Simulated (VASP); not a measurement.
# VASP 6.6.1 run: CdTe

INCAR

```
MAGMOM = 0.5 -0.5
IBRION = -1
LCHARG = .FALSE.
LASPH = .TRUE.
ENCUT = 520
PREC = Accurate
EDIFF = 1E-7
NBANDS = 16
ISIF = 2
ISPIN = 2
LREAL = .FALSE.
ISMEAR = -1
SIGMA = 0.02
GGA = PE
LWAVE = .FALSE.
NSW = 0
NELM = 73
```

KPOINTS

```
KPOINTS created by Atomic Simulation Environment
0
Gamma
6 6 6
0 0 0
```

POSCAR

```
Cd Te
 1.0000000000000000
    -0.0000000000000000    3.2799551161722134    3.2799551161722134
     3.2799551161722134    0.0000000000000000    3.2799551161722134
     3.2799551161722134    3.2799551161722134    0.0000000000000000
 Cd  Te
   1   1
Cartesian
  0.0000000000000000  0.0000000000000000 -0.0000000000000000
  1.6399775580861065  1.6399775580861065  1.6399775580861065
```

The recommended PBE PAW datasets give the neutral cell 18 valence electrons.

Command

```
mpirun -np 1 vasp_std
```

**Question.** Predict the outcome of this run.

**Answer.** It converged. Results: pressure 1.1 GPa; magnetic moment of the cell 0.00 μB.

OSZICAR

```
N       E                     dE             d eps       ncg     rms          rms(c)
DAV:   1     0.101249044846E+03    0.10125E+03   -0.82974E+03  1032   0.972E+02
DAV:   2    -0.139572019739E+01   -0.10264E+03   -0.97948E+02  1192   0.238E+02
DAV:   3    -0.494173194158E+01   -0.35460E+01   -0.35409E+01  1272   0.458E+01
DAV:   4    -0.497392519907E+01   -0.32193E-01   -0.32192E-01  1512   0.381E+00
DAV:   5    -0.497403939160E+01   -0.11419E-03   -0.11419E-03  1360   0.198E-01    0.578E+00
DAV:   6    -0.480879777464E+01    0.16524E+00   -0.39681E-01  1160   0.717E+00    0.440E+00
DAV:   7    -0.479811472407E+01    0.10683E-01   -0.10572E-01  1176   0.222E+00    0.237E+00
DAV:   8    -0.479954053412E+01   -0.14258E-02   -0.11970E-02  1112   0.853E-01    0.116E+00
DAV:   9    -0.479940968389E+01    0.13085E-03   -0.90258E-04  1168   0.276E-01    0.302E-01
DAV:  10    -0.479966605557E+01   -0.25637E-03   -0.49728E-04  1176   0.167E-01    0.111E-01
DAV:  11    -0.479977871156E+01   -0.11266E-03   -0.11776E-04  1208   0.785E-02    0.525E-02
DAV:  12    -0.479979524471E+01   -0.16533E-04   -0.71251E-06  1360   0.176E-02    0.245E-02
DAV:  13    -0.479981283938E+01   -0.17595E-04   -0.17308E-05  1152   0.219E-02    0.763E-03
DAV:  14    -0.479981573567E+01   -0.28963E-05   -0.26010E-06  1288   0.952E-03    0.388E-03
DAV:  15    -0.479981607940E+01   -0.34373E-06   -0.15451E-07  1144   0.226E-03    0.166E-03
DAV:  16    -0.479981620931E+01   -0.12991E-06   -0.34934E-07  1224   0.284E-03    0.938E-04
DAV:  17    -0.479981620548E+01    0.38303E-08   -0.72738E-09   976   0.595E-04
   1 F= -.47998162E+01 E0= -.47998162E+01  d E =-.769503E-09  mag=    -0.0000
```

For comparison, a separate PBE run of the intended cell, on usual settings and not on those above, gives a gap of 0.66 eV on its mesh and a pressure of 1.1 GPa.
